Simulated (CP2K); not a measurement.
The system is TiO2 (Anatase).

```
Ti O
1.0
     5.45820    0.00000    0.00000
     2.83460    4.66444    0.00000
    -4.14640   -2.33222    2.67583
Ti O
2 4
Direct
  0.75000 0.25000 0.50000
  0.00000 0.00000 0.00000
  0.79190 0.79190 0.00000
  0.54190 0.04190 0.50000
  0.95810 0.45810 0.50000
  0.20810 0.20810 0.00000
```

Base run:

```yaml
Program: CP2K 2026.2
Functional: PBE
Potentials_or_basis: GTH_POTENTIALS Ti GTH-PBE-q12, O GTH-PBE-q6; DZVP-MOLOPT-SR-GTH basis
Density_cutoff: 8163 eV
k_mesh: 8 × 8 × 8
Occupations: fermi-dirac, width 0.05 eV
Spin: no spin polarisation
Hubbard_terms: Ti d U = 6.0 eV
```

Its results: band gap on the k mesh 2.81 eV, indirect (least direct gap 3.16 eV); largest force 0.051 eV/Å.

Question: The run is repeated on the same cell with these changes: hubbard terms from Ti d U = 6.0 eV to Ti d U = 8.0 eV. What comes out?

Answer: Band gap on the k mesh 3.12 eV, indirect (least direct gap 3.47 eV); largest force 0.083 eV/Å.

Caveats: this program's U acts on Mulliken populations of all basis functions of the shell, so it isn't the U of plane-wave codes; energies scatter by some meV and the pressure isn't listed; the basis of atomic orbitals isn't converged, which shifts pressures, moduli and gaps.

A k mesh can miss the band edges.

Not every run made on this cell is shown here.
